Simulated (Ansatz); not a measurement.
Debugging a comparison of enthalpies under pressure of two structures of Br (Ansatz 0.2.0 through its Python package).

The script, `br_transition.py`:
```python
'''Enthalpies of two structures of Br under pressure.'''

import warnings

import ansatz
import numpy as np
from tabulate import tabulate


def diamond(a_site, a):
    return ansatz.Crystal.diamond(a_site, a=a)


def hcp(A, a):
    return (
        ansatz.Lattice.from_parameters(a, a, 1.633 * a, alpha=90, beta=90, gamma=120)
        .space_group(194)
        .atom(A, [1 / 3, 2 / 3, 0.25])
    )


def compute(name, crystal, pressure=0.0):
    calc = (
        crystal.calculation()
        .functional('pbe')
        .basis(19 * ansatz.Ha)
        .scf(tolerance=1e-10)
        .kpoints(spacing=0.3)
        .occupations('cold', width=0.01)
    )
    calc = calc.relax(force_tolerance=0.02, max_steps=30, cell=True, pressure=pressure)
    return calc.run(threads=1)


def volume_per_atom(outcome):
    return abs(np.linalg.det(outcome.lattice.cell_ang)) / len(outcome.lattice.sites)

warnings.simplefilter('ignore', ansatz.DeckWarning)

phases = {}
phases['diamond'] = diamond('Br', 6.48)
phases['hcp'] = hcp('Br', 3.33)

# H = E + PV, with 1 eV per cubic angstrom equal to 160.2 GPa
pressures = [0, 20, 40, 60]
enthalpy, volume = {name: [] for name in phases}, {name: [] for name in phases}
for p in pressures:
    for name, crystal in phases.items():
        o = compute(name, crystal, pressure=p)
        volume[name].append(volume_per_atom(o))
        enthalpy[name].append(o.report['energy_sigma0_ev'] / len(o.lattice.sites) + p * volume[name][-1])
gap = np.array(enthalpy['hcp']) - np.array(enthalpy['diamond'])
rows = [(p, va, vb, 1000 * d) for p, va, vb, d in zip(pressures, volume['diamond'], volume['hcp'], gap)]
print(tabulate(rows, headers=['P (GPa)', 'V diamond (A^3/atom)', 'V hcp (A^3/atom)', 'H(hcp) - H(diamond) (meV/atom)'], floatfmt='.4f', tablefmt='rst'))
crossings = [p0 - g0 * (p1 - p0) / (g1 - g0) for p0, p1, g0, g1 in zip(pressures, pressures[1:], gap, gap[1:]) if g0 * g1 < 0]
print('crossing near', [round(float(p), 1) for p in crossings], 'GPa') if crossings else print('no crossing in this range')
```

```console
$ python br_transition.py
=========  ======================  ==================  ================================
  P (GPa)    V diamond (A^3/atom)    V hcp (A^3/atom)    H(hcp) - H(diamond) (meV/atom)
=========  ======================  ==================  ================================
        0                 42.7630             36.0978                         -247.8632
       20                 27.3906             19.9828                      -148611.8075
       40                 22.9694             17.3025                      -227452.6723
       60                 20.3712             15.4946                      -293582.4408
=========  ======================  ==================  ================================
no crossing in this range
```

The script ran to its end, but the result can't be trusted. Why?

The fault: the PV term multiplies GPa by cubic angstrom with no conversion to eV. The correction:

```diff
--- before
+++ after
@@ -50,3 +50,3 @@
         volume[name].append(volume_per_atom(o))
-        enthalpy[name].append(o.report['energy_sigma0_ev'] / len(o.lattice.sites) + p * volume[name][-1])
+        enthalpy[name].append(o.report['energy_sigma0_ev'] / len(o.lattice.sites) + p * volume[name][-1] / 160.21766)
 gap = np.array(enthalpy['hcp']) - np.array(enthalpy['diamond'])
```

The mended script runs so:

```console
$ python br_transition.py
=========  ======================  ==================  ================================
  P (GPa)    V diamond (A^3/atom)    V hcp (A^3/atom)    H(hcp) - H(diamond) (meV/atom)
=========  ======================  ==================  ================================
        0                 42.7630             36.0978                         -247.8632
       20                 27.3906             19.9828                        -1380.5303
       40                 22.9694             17.3025                        -2189.8350
       60                 20.3712             15.4946                        -2812.7408
=========  ======================  ==================  ================================
no crossing in this range
```

What to keep in mind:
- Absolute energies stand on the zero of these potentials, so only differences at equal settings mean something.
- At a fixed pressure a relaxation lowers the enthalpy F + PV, while F alone can rise.
- For the metals among these phases the mesh is modest: differences between phases can be off by up to 40 meV an atom.
- Only these two structures are compared, at zero temperature and with their symmetry kept; either may be hypothetical, and another phase may be lower than both. Differences under about 40 meV an atom lie within the error of mesh and functional.
- The cells are prototypes set up for this calculation and needn't exist.
- The whole script took 110 s on 1 thread of Arm Neoverse V1, on a shared host, peak memory 0.43 GiB.
